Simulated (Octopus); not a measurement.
# AgCl (Chlorargyrite) (Fm-3m) in Octopus: reference runs

Aim: a first look at AgCl (Chlorargyrite) with PBEsol, on the cell as given.

Program: Octopus 16.4. These are calculated values, not measurements. Logs are shortened: lines on timing, memory, paths and dates and some standing lists are left out, and cuts for length are marked.

**Experimental background.**

From a printed reference work, data compilation, for a bulk crystal of AgCl: band gap 3.249 eV (indirect).

How close the calculation comes is told below.

## Step 1: The crystal as given

Symmetry: Fm-3m, No. 225, cubic system. Conventional cell: a = 5.470 Å, b = 5.470 Å, c = 5.470 Å, α = 90.00°, β = 90.00°, γ = 90.00°. Ag (site symmetry m-3m) has 6 Cl at 2.73 Å as nearest neighbours. Around Cl (site symmetry m-3m) lie 6 Ag at 2.73 Å.

## Step 2: Single point, PBEsol

inp

```
CalculationMode = gs
UnitsOutput = eV_Angstrom
PeriodicDimensions = 3
ExperimentalFeatures = yes
PseudopotentialSet = pseudodojo_pbesol
%LatticeParameters
 1*angstrom | 1*angstrom | 1*angstrom
%
%LatticeVectors
 0 | 2.735 | 2.735
 2.735 | 0 | 2.735
 2.735 | 2.735 | 0
%
%ReducedCoordinates
 "Ag" | 0 | 0 | 0
 "Cl" | 0.5 | 0.5 | 0.5
%
%Spacing
 0.13337497*angstrom | 0.13337497*angstrom | 0.13337497*angstrom
%
DerivativesOrder = 8
%KPointsGrid
 8 | 8 | 8
%
KPointsUseSymmetries = yes
XCFunctional = gga_x_pbe_sol + gga_c_pbe_sol
SmearingFunction = fermi_dirac
Smearing = 0.05*eV
ExtraStates = 8
Eigensolver = chebyshev_filter
ConvRelDens = 3e-7
MaximumIter = 120
```

Potentials or basis: pseudodojo_pbesol (PseudoDojo 0.4, PBEsol).

Run with:

```console
$ OMP_NUM_THREADS=1 octopus > out.log
```

out.log:

```text
Running octopus

[... 13 lines left out ...]

Input: [AllElectronType = no]
Input: [PseudopotentialSet = pseudodojo_pbesol]
Reading Coordinates from ReducedCoordinates block

****************************** Species *******************************
  Species 'Ag'
    type             : pseudopotential
    file             : 'Ag.upf'
    file format      : UPF2
    valence charge   : 19.0
    atomic number    :  47
    form on file     : kleinman-bylander
    lmax             : 2
    llocal           : -1
    projectors per l : 2
    total projectors : 6
    application form : kleinman-bylander
    orbitals         : 10
    bound orbitals   : 10

  Species 'Cl'
    type             : pseudopotential
    file             : 'Cl.upf'
    file format      : UPF2
    valence charge   : 7.0
    atomic number    :  17
    form on file     : kleinman-bylander
    lmax             : 2
    llocal           : -1
    projectors per l : 2
    total projectors : 6
    application form : kleinman-bylander
    orbitals         :  4
    bound orbitals   :  4

**********************************************************************

***************************** Symmetries *****************************
Space group No.  225
International: Fm-3m
Schoenflies: Oh^5
Info: The system has    48 symmorphic symmetries that can be used.
  Index                Rotation matrix                      Fractional translations
    1 :     1   0   0     0   1   0     0   0   1      0.000000    0.000000    0.000000
    2 :    -1   0   0     0  -1   0     0   0  -1      0.000000    0.000000    0.000000
    3 :     1   0  -1     1   0   0     1  -1   0      0.000000    0.000000    0.000000
    4 :    -1   0   1    -1   0   0    -1   1   0      0.000000    0.000000    0.000000
    5 :     0   1  -1     1   0  -1     0   0  -1      0.000000    0.000000    0.000000
    6 :     0  -1   1    -1   0   1     0   0   1      0.000000    0.000000    0.000000
[... 40 lines left out ...]
   47 :     0   1  -1    -1   1   0     0   1   0      0.000000    0.000000    0.000000
   48 :     0  -1   1     1  -1   0     0  -1   0      0.000000    0.000000    0.000000
Info: The system also has     0 nonsymmorphic symmetries (not used for electrons).
**********************************************************************

Input: [CurvMethod = curv_affine]
Input: [DerivativesStencil = stencil_stargeneral]

****************************** Lattice *******************************
  Lattice Vectors [A]
    0.000000    2.735000    2.735000
    2.735000    0.000000    2.735000
    2.735000    2.735000    0.000000
  Cell volume =            40.9168 [A^3]
  Reciprocal-Lattice Vectors [A^-1]
   -1.148663    1.148663    1.148663
    1.148663   -1.148663    1.148663
    1.148663    1.148663   -1.148663
  Cell angles [degree]
    alpha =   60.000
    beta  =   60.000
    gamma =   60.000
**********************************************************************

Checking if the generated full k-point grid is symmetric

    29 k-points generated from parameters :
 ---------------------------------------------------
    n =    8    8    8

    s1  =  0.00  0.00  0.00

   index |      weight  |             coordinates              |
       1 |     0.001953 |    0.000000    0.000000    0.000000  |
[... 79 lines left out ...]
  Radii for localized parts:
    local part     =  1.3 A
    non-local part =  1.2 A
    orbitals       =  5.9 A

Info: Pseudopotential for Cl
  Radii for localized parts:
    local part     =  1.2 A
    non-local part =  1.3 A
    orbitals       =  4.2 A

Input: [RelativisticCorrection = non_relativistic]
[... 11 lines left out ...]
      Block       2 contains       4 states:       5 -       8
      Block       3 contains       4 states:       9 -      12
      Block       4 contains       4 states:      13 -      16
      Block       5 contains       4 states:      17 -      20
      Block       6 contains       1 states:      21 -      21
Info: Ground-state allocation done.
Info: Could not find 'restart/gs' directory for restart.
[... 18 lines left out ...]
** Warning:
**   Cannot do LCAO for all states because there are not enough atomic orbitals.
**   Required: 21. Available: 14. 7 orbitals will be randomized.

Info: Unnormalized total charge =     26.001772
Info: Renormalized total charge =     26.000000

** Warning:
**   Symmetrization discrepancy ratio (scalar) =  5.30039E-06

Info: Setting up Hamiltonian.
Info: Performing initial LCAO calculation with     14 orbitals.
Info: Getting Hamiltonian matrix elements.

Eigenvalues [eV]
 #st  Spin   Eigenvalue      Occupation
#k =       1, k = (  0.000000,  0.000000,  0.000000)
   1   --   -86.646033       2.000000
   2   --   -50.206385       2.000000
   3   --   -50.206385       2.000000
   4   --   -50.205847       2.000000
   5   --   -13.531908       2.000000
   6   --    -0.505991       2.000000
   7   --    -0.505991       2.000000
   8   --    -0.505450       2.000000
   9   --     0.493306       2.000000
  10   --     0.493306       2.000000
  11   --     0.493757       2.000000
  12   --     0.568233       2.000000
  13   --     0.568233       2.000000
  14   --     3.503081       2.000000
#k =       2, k = (  0.125000,  0.000000,  0.000000)
   1   --   -86.593908       2.000000
   2   --   -50.190029       2.000000
   3   --   -50.189556       2.000000
   4   --   -50.077011       2.000000
   5   --   -13.429002       2.000000
   6   --    -0.708611       2.000000
   7   --    -0.551953       2.000000
   8   --    -0.551459       2.000000
   9   --     0.841089       2.000000
  10   --     0.841548       2.000000
  11   --     1.102313       2.000000
  12   --     1.195759       2.000000
  13   --     1.195826       2.000000
  14   --     4.229212       2.000000
[... 27 further k-points ...]
Fermi energy =     9.772310 eV
Generating random wavefunctions for states       15 and above
Orthogonalizing wavefunctions.
Info: Ground-state restart information will be written to 'restart/gs'.
Info: SCF using complex wavefunctions.
Info: Starting SCF iteration.

** Warning:
**   Symmetrization discrepancy ratio (scalar) =  1.09032E-02

*********************** SCF CYCLE ITER #    1 ************************
 etot  = -4.63643279E+03 abs_ev   =  7.07E+01 rel_ev   =  1.41E-01
 ediff =        1.70E+02 abs_dens =  7.02E-01 rel_dens =  2.70E-02
Matrix vector products: 725
Converged eigenvectors: 0

#  State  KPoint  Eigenvalue [eV]  Occupation    Error
      1       1      -86.647413    2.000000   ( 3.4E-07)
      1       2      -86.647394    2.000000   ( 1.4E-05)
      1       3      -86.647387    2.000000   ( 2.3E-05)
      1       4      -86.647365    2.000000   ( 2.6E-05)
      1       5      -86.647350    2.000000   ( 2.7E-05)
      1       6      -86.647347    2.000000   ( 2.3E-05)
      1      10      -86.647325    2.000000   ( 2.0E-05)
      1       7      -86.647318    2.000000   ( 3.1E-05)
[... 23 lines left out ...]
     21      24       21.136198    0.000000   ( 1.4E-01)
     21      27       21.462103    0.000000   ( 1.3E-01)
     21      21       21.481361    0.000000   ( 1.5E-01)
     21      28       21.554588    0.000000   ( 1.4E-01)
     21      29       21.874935    0.000000   ( 1.7E-01)
     21       9       21.912439    0.000000   ( 1.4E-01)
     21      14       22.088372    0.000000   ( 1.5E-01)
     21       1       22.105554    0.000000   ( 8.3E-02)

Density of states:

--------------------------------------------------------%-------------
-----------------------%--------------------------------%-------------
-----------------------%--------------------------------%-------------
-----------------------%--------------------------------%-------------
-----------------------%------------------------------%-%-------------
-----------------------%------------------------------%%%-----%-------
-----------------------%------------------------------%%%-----%--%----
%----------------------%-----------------------%-----%%%%-----%--%-%--
%----------------------%-----------------------%-----%%%%--%-%%%-%%%%-
%----------------------%-----------------------%-----%%%%--%%%%%%%%%%%
                                                         ^

Fermi energy =     2.981998 eV

**********************************************************************

*********************** SCF CYCLE ITER #    2 ************************
 etot  = -4.66039469E+03 abs_ev   =  7.38E+00 rel_ev   =  1.45E-02
 ediff =        8.81E-01 abs_dens =  2.47E-01 rel_dens =  9.50E-03
Matrix vector products: 725
Converged eigenvectors: 0
[... 127 lines left out ...]
*********************** SCF CYCLE ITER #   13 ************************
 etot  = -4.66088226E+03 abs_ev   =  5.90E-05 rel_ev   =  1.16E-07
 ediff =        1.48E-06 abs_dens =  1.95E-06 rel_dens =  7.48E-08
Matrix vector products: 725
Converged eigenvectors: 29

#  State  KPoint  Eigenvalue [eV]  Occupation    Error
      1       1      -87.368901    2.000000   ( 2.8E-08)
      1       2      -87.368882    2.000000   ( 2.6E-08)
      1       3      -87.368876    2.000000   ( 2.7E-08)
      1       4      -87.368855    2.000000   ( 2.6E-08)
      1       5      -87.368840    2.000000   ( 2.5E-08)
      1       6      -87.368837    2.000000   ( 2.4E-08)
      1      10      -87.368816    2.000000   ( 2.6E-08)
      1       7      -87.368810    2.000000   ( 2.5E-08)
[... 23 lines left out ...]
     21      14       19.081124    0.000000   ( 4.6E-02)
     21      17       19.127764    0.000000   ( 2.6E-02)
     21      23       19.172077    0.000000   ( 5.1E-02)
     21      20       19.300250    0.000000   ( 5.5E-02)
     21      18       19.306535    0.000000   ( 3.1E-02)
     21       8       19.530968    0.000000   ( 6.2E-02)
     21      25       19.646566    0.000000   ( 3.6E-02)
     21       7       19.851991    0.000000   ( 3.6E-02)

Density of states:

-----------------------%----------------------------------------------
-----------------------%----------------------------------------------
-----------------------%-------------------------------%%%------------
-----------------------%-------------------------------%%%------------
-----------------------%-------------------------------%%%------------
-----------------------%-------------------------------%%%-----%------
-----------------------%-------------------------------%%%-----%---%--
%----------------------%------------------------%------%%%-----%--%%%-
%----------------------%------------------------%------%%%--%-%%%%%%%-
%----------------------%------------------------%-----%%%%%-%%%%%%%%%%
                                                          ^

Fermi energy =     2.905608 eV

**********************************************************************

Info: SCF converged in   13 iterations

** Warning:
**   Some of the states are not fully converged!

Info: Number of matrix-vector products:       9425
Info: Finished writing information to 'restart/gs'.

Octopus emitted 17 warnings.
```

Run time: 4.4 min. Hardware: 1 thread of Arm Neoverse V2, shared host; peak memory 0.86 GiB.

What came out:

- Free energy: -4660.8822 eV
- Band gap on the k mesh: 0.73 eV, indirect (least direct gap 3.18 eV)

## Step 3: Against experiment

Step 2. Measured gap of AgCl: 3.249 eV (indirect; a printed reference work, data compilation). This calculation gives 0.73 eV (-2.52 eV). So large a miss can be the level of theory's own, or it may mean another phase, state or a wrong row. Spin-orbit coupling on Ag is left out. The value is that of PBEsol on a finite k mesh, which can miss the band edges, without temperature or zero-point motion. Semilocal functionals fall short of measured gaps as a rule.
